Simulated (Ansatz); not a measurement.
# hcp Ru(0001) / hcp Os(0001) interface: specific resistance, part 3 of 3

How much resistance does one hcp Ru(0001) / hcp Os(0001) interface add to a current across the layers?

Ansatz 0.2.0; Ansatz plane-wave DFT, PBE, PAW files; ballistic transport by layer matching (Landauer), zero bias; PAW set soft_1 (the session's first sound run).

So far, transmission per spin nearest the Fermi level: step 2 (transmission: PBE) 1.13; step 6 (LDA) 1.14; step 8 (r2SCAN, cutoff 500 eV) 1.13; step 10 (in plane spacing 2.7058 Å, lattice of Ru, PBE) 1.11; step 12 (in plane spacing 2.7341 Å, lattice of Os, PBE) 1.15.

### Step 13. Resistance: PBE on the upper metal's lattice

This step: Ansatz plane-wave DFT, PBE, PAW files; ballistic transport by layer matching (Landauer), zero bias; specific resistance of one interface, 1/T less the mean of the leads' 1/N; PAW set soft_1 (Ansatz 0.2.0).

This step gave:

- area resistance: 0.08262 fΩ m²
- T over the leads' mean channel count: 0.8792
- twice the interface resistance (2AR, or 2AR* for magnets): 0.1652 fΩ m²

Twice the interface resistance is 0.165 fΩ m² here, against 0.169 in the first run; 87.9 % of the two leads' mean channel count pass, 87.7 % before.

### Step 14. Transmission: PBE with spin-orbit coupling, k-mesh 13×13×1, least span asked of the mesh across the current 70 Å

Heavy elements are present, so the run is repeated with two-component spinors; it costs several times more and takes a coarser mesh. To save time only the energies from -0.04 to 0.04 eV are solved. The mesh is 30×30 and the cutoff, the files' own for this level, 420 eV.

This step: Ansatz plane-wave DFT, PBE, fully relativistic PAW files, spin-orbit coupling; ballistic transport by layer matching (Landauer), zero bias; PAW set soft_1 (Ansatz 0.2.0).

The input, input.yaml:

```yaml
crystal:
  lattice:
    - [2.71995, 0.0, 0.0]
    - [-1.359975, 2.355545797, 0.0]
    - [0.0, 0.0, 51.6133565231]
  atoms:
    - { symbol: Ru, position: [0.0, 0.0, 0.0193748298] }
    - { symbol: Ru, position: [0.3333333333, 0.6666666667, 0.0604249058] }
    - { symbol: Ru, position: [0.0, 0.0, 0.1014749818] }
    - { symbol: Ru, position: [0.3333333333, 0.6666666667, 0.1425250578] }
    - { symbol: Ru, position: [0.0, 0.0, 0.1835751338] }
    - { symbol: Ru, position: [0.3333333333, 0.6666666667, 0.2246252098] }
    - { symbol: Ru, position: [0.0, 0.0, 0.2656752858] }
    - { symbol: Ru, position: [0.3333333333, 0.6666666667, 0.3067253618] }
    - { symbol: Ru, position: [0.0, 0.0, 0.3477754378] }
    - { symbol: Ru, position: [0.3333333333, 0.6666666667, 0.3888255138] }
    - { symbol: Ru, position: [0.0, 0.0, 0.4298755898] }
    - { symbol: Ru, position: [0.3333333333, 0.6666666667, 0.4709256658] }
    - { symbol: Os, position: [0.0, 0.0, 0.5125923325] }
    - { symbol: Os, position: [0.3333333333, 0.6666666667, 0.5548755898] }
    - { symbol: Os, position: [0.0, 0.0, 0.5971588471] }
    - { symbol: Os, position: [0.3333333333, 0.6666666667, 0.6394421045] }
    - { symbol: Os, position: [0.0, 0.0, 0.6817253618] }
    - { symbol: Os, position: [0.3333333333, 0.6666666667, 0.7240086191] }
    - { symbol: Os, position: [0.0, 0.0, 0.7662918765] }
    - { symbol: Os, position: [0.3333333333, 0.6666666667, 0.8085751338] }
    - { symbol: Os, position: [0.0, 0.0, 0.8508583912] }
    - { symbol: Os, position: [0.3333333333, 0.6666666667, 0.8931416485] }
    - { symbol: Os, position: [0.0, 0.0, 0.9354249058] }
    - { symbol: Os, position: [0.3333333333, 0.6666666667, 0.9777081632] }
kpoints:
  mp_grid: { grid: [13, 13, 1] }
hamiltonian:
  xc: pbe
  pseudopotentials: { kind: paw_fr, azcp: { folder: soft_1 } }
scf:
  occupations: { method: fermi_dirac, width: 0.1 }
output:
  transmission:
    leads: [[5, 7], [17, 19]]
    kmesh: [30, 30]
    e_range: [-0.04, 0.04]
    de: 0.04
magnetization:
  noncollinear: true
  spin_orbit: true
```

Command:

```bash
$ ansatz run input.yaml --threads 4 --pin off --max-ram 15360MiB --backend cpu --events-out ev --progress --plain --runs-dir out
```

Numbers of over 12 decimals in the logs are rounded to 6 here.

Output:

```text
[...]
non-collinear run that drives no moment, with spin-orbit: no starting moment large enough to seed its density (crystal.atoms[].spin), no starting occupations that ask for one, no magnetisation constraint and no magnetic field, so the semilocal B_xc is pinned to zero
Crystal: 24 atoms, lattice volume = 330.685 Å³
Basis set: ecut = 420 eV, 6503 PW (Γ)
Bands: 462, of which v1, the nominal top of the filled ones, is band 384 counted from 1 (383 counted from 0)
Symmetry: 12 space group operations + 12 with time reversal
[...]
k-points: 21 of 169
Projection manifold: j_resolved (fully-relativistic pseudo-atomic orbitals)
[...]
SCF iter   1: F=—  HF=-207556.976541 eV  |F-HF|=—  |Δ(HF+E_count)|=         —  Δρ=1.03e-1  dr2=9.11e1  dr2_m=0.00e0 (ungated)  ethr=3.10e-3  |M|=0.00e0 ∫|m|=0.00e0 μB  |m|>n=0.0e0 m-floor=0.0e0 τ_xc=0.0e0  β_m=0.30  ⟨swp⟩=5.2  Hψ=22101  notcnv=0  defer=60
[...]
spin=Noncollinear: Kerker preconditioning applied to the charge; magnetization (m_x, m_y, m_z) channels mix plain (no charge-response kernel on spin).
SCF iter   2: F=—  HF=-207550.781510 eV  |F-HF|=—  |Δ(HF+E_count)|=    6.20e0  Δρ=6.36e-2  dr2=2.35e1  dr2_m=0.00e0 (ungated)  ethr=3.10e-3  |M|=0.00e0 ∫|m|=0.00e0 μB  |m|>n=0.0e0 m-floor=0.0e0 τ_xc=0.0e0  β_m=0.49  ⟨swp⟩=2.0  Hψ=7866  notcnv=0  defer=174
[...]
SCF iter  15: F=-207546.737350 eV  HF=-207546.737351 eV  |F-HF|=8.14e-8  |Δ(HF+E_count)|=   1.41e-8  Δρ=2.55e-6  dr2=8.79e-8  dr2_m=0.00e0 (ungated)  ethr=2.60e-11  |M|=0.00e0 ∫|m|=0.00e0 μB  |m|>n=0.0e0 m-floor=0.0e0 τ_xc=0.0e0  ⟨swp⟩=4.4  Hψ=12291  notcnv=0
the search or the solves at the SCF's close seem to have found levels that the self-consistency loop had missed (the run counts 2). By its estimate they hold 1.42e-8 electrons. The energies and the density leave them out; if the run goes on with those levels, later outputs use occupations computed again with them
SCF 1 converged in 15 iterations: F = -207546.737350 eV  dr2 = 8.79e-8
[...]
transmission: 512 of 5096 steps passed
transmission: 1040 of 5096 steps passed
[...]
transmission: 5096 of 5096 steps passed
SCF converged after 15 iterations
Magnetization: |M| = 0.0000 μB,  M = (+0.0000, +0.0000, +0.0000) μB
Absolute magnetization: 0.0000 μB (∫|m|)
  site 0: m = (+0.0000, +0.0000, +0.0000) μB, |m| = 0.0000 μB  (R = 1.09 Å)
  site 1: m = (+0.0000, +0.0000, +0.0000) μB, |m| = 0.0000 μB  (R = 1.09 Å)
  site 2: m = (+0.0000, +0.0000, +0.0000) μB, |m| = 0.0000 μB  (R = 1.09 Å)
  site 3: m = (+0.0000, +0.0000, +0.0000) μB, |m| = 0.0000 μB  (R = 1.09 Å)
  site 4: m = (+0.0000, +0.0000, +0.0000) μB, |m| = 0.0000 μB  (R = 1.09 Å)
  site 5: m = (+0.0000, +0.0000, +0.0000) μB, |m| = 0.0000 μB  (R = 1.09 Å)
  site 6: m = (+0.0000, +0.0000, +0.0000) μB, |m| = 0.0000 μB  (R = 1.09 Å)
  site 7: m = (+0.0000, +0.0000, +0.0000) μB, |m| = 0.0000 μB  (R = 1.09 Å)
  site 8: m = (+0.0000, +0.0000, +0.0000) μB, |m| = 0.0000 μB  (R = 1.09 Å)
  site 9: m = (+0.0000, +0.0000, +0.0000) μB, |m| = 0.0000 μB  (R = 1.09 Å)
  site 10: m = (+0.0000, +0.0000, +0.0000) μB, |m| = 0.0000 μB  (R = 1.09 Å)
  site 11: m = (+0.0000, +0.0000, +0.0000) μB, |m| = 0.0000 μB  (R = 1.09 Å)
  site 12: m = (+0.0000, +0.0000, +0.0000) μB, |m| = 0.0000 μB  (R = 1.10 Å)
  site 13: m = (+0.0000, +0.0000, +0.0000) μB, |m| = 0.0000 μB  (R = 1.11 Å)
  site 14: m = (+0.0000, +0.0000, +0.0000) μB, |m| = 0.0000 μB  (R = 1.11 Å)
  site 15: m = (+0.0000, +0.0000, +0.0000) μB, |m| = 0.0000 μB  (R = 1.11 Å)
  site 16: m = (+0.0000, +0.0000, +0.0000) μB, |m| = 0.0000 μB  (R = 1.11 Å)
  site 17: m = (+0.0000, +0.0000, +0.0000) μB, |m| = 0.0000 μB  (R = 1.11 Å)
  site 18: m = (+0.0000, +0.0000, +0.0000) μB, |m| = 0.0000 μB  (R = 1.11 Å)
  site 19: m = (+0.0000, +0.0000, +0.0000) μB, |m| = 0.0000 μB  (R = 1.11 Å)
  site 20: m = (+0.0000, +0.0000, +0.0000) μB, |m| = 0.0000 μB  (R = 1.11 Å)
  site 21: m = (+0.0000, +0.0000, +0.0000) μB, |m| = 0.0000 μB  (R = 1.11 Å)
  site 22: m = (+0.0000, +0.0000, +0.0000) μB, |m| = 0.0000 μB  (R = 1.11 Å)
  site 23: m = (+0.0000, +0.0000, +0.0000) μB, |m| = 0.0000 μB  (R = 1.10 Å)
Free energy (F): -207546.737350 eV
[...]
Internal energy: -207546.167266 eV  (E = F + TS)
E sigma→0 (E₀):  -207546.452308 eV
Entropy (-TS):   -0.570084 eV (-23.754 meV/atom)
Fermi energy:    24.769445 eV
[...]
--- Band table (eV; the first three rows and the last of 21) ---
  k-point 0: bands = [... 380 lower, 23.4074, 23.4074, 23.5224, 23.5224, 23.6581, 23.6581, 23.6616, 23.6616, ... 74 higher]
  k-point 1: bands = [... 380 lower, 23.2646, 23.2646, 23.3706, 23.3706, 23.3982, 23.3982, 23.5725, 23.5725, ... 74 higher]
  k-point 2: bands = [... 380 lower, 23.2945, 23.2945, 23.2965, 23.2965, 23.3673, 23.3673, 23.4427, 23.4427, ... 74 higher]
  k-point 20: bands = [... 380 lower, 25.6543, 25.6543, 25.6977, 25.6977, 25.7197, 25.7197, 25.7439, 25.7439, ... 74 higher]
--- Transmission ---
  basis      : 55 plane waves across, 56 finite elements along
  points     : 91, standing for a mesh of 30 x 30
[...]
channels       : 2.671111e0 of both spins
[...]
slowest decay  : 0.0650 /Å at (0.3000, 0.0333)
[...]
channels       : 2.322222e0 of both spins
[...]
slowest decay  : 0.0430 /Å at (0.2333, 0.1000)
  junction   : crystal 0 to crystal 1, 13.35 to 34.79 Å
    transmission   : 2.181199e0 of both spins
[...]
```

It took 12 min on 4 threads of Arm Neoverse V1, shared host; peak memory 9 GiB.

This step gave:

| Quantity | Value |
| --- | --- |
| free energy | -207546.7374 eV |
| energy at zero smearing | -207546.4523 eV |
| Fermi energy | 24.77 eV |
| cell area | 6.407 Å² |
| step of the lead's potential | 1.8 meV |
| step of the upper lead's potential | 2 meV |

Both spins together. Transmission, zone mean against energy, zero at the Fermi level:

```tsv
energy (eV)	transmission, zone mean
-0.0400	2.17
0.0000	2.18
0.0400	2.16
```

Over the solved energies the transmission, both spins together, lies between 2.16 and 2.18, out of 2.74 channels of the lead on average (up to 2.79).

### Step 15. Resistance: PBE with spin-orbit coupling

This step: Ansatz plane-wave DFT, PBE, fully relativistic PAW files, spin-orbit coupling; ballistic transport by layer matching (Landauer), zero bias; specific resistance of one interface, 1/T less the mean of the leads' 1/N; PAW set soft_1 (Ansatz 0.2.0).

Numbers from this step:

| Item | Value |
| --- | --- |
| area resistance | 0.09512 fΩ m² |
| T over the leads' mean channel count | 0.8674 |
| twice the interface resistance (2AR, or 2AR* for magnets) | 0.1902 fΩ m² |

Twice the interface resistance is 0.190 fΩ m² here, against 0.169 in the first run; 86.7 % of the two leads' mean channel count pass, 87.7 % before.

### Step 16. What came out

```
2AR, PBE                              : 0.169 fΩ m²
2AR, LDA                              : 0.160 fΩ m²
2AR, r2SCAN                           : 0.171 fΩ m²
2AR, PBE on the lower metal's lattice : 0.173 fΩ m²
2AR, PBE on the upper metal's lattice : 0.165 fΩ m²
2AR, PBE with spin-orbit coupling     : 0.190 fΩ m²
```

**Reading.** One interface gives 2AR = 0.169 fΩ m² (PBE). The functionals span 0.160 to 0.171 fΩ m². A mesh a third as fine gives 0.182 against 0.169 fΩ m². With a misfit of 1 %, the choice of the common lattice gives 0.173 on the lower metal's and 0.165 fΩ m² on the upper one's. Spin-orbit coupling changes it from 0.17 to 0.19 fΩ m², on a coarser mesh. The formula assumes diffuse scattering between interfaces; layers sit on ideal sites at each metal's own atomic volume.

[Logs are printed without paths, hosts, clocks, repeated set-up lines and the standing remarks that a program may print on its own settings, such as how far it seeks lower states.]

[Hosts, paths, dates, database ids (printed as entryN), source tags and the programs' standing remarks are cut or masked in the printed files.]
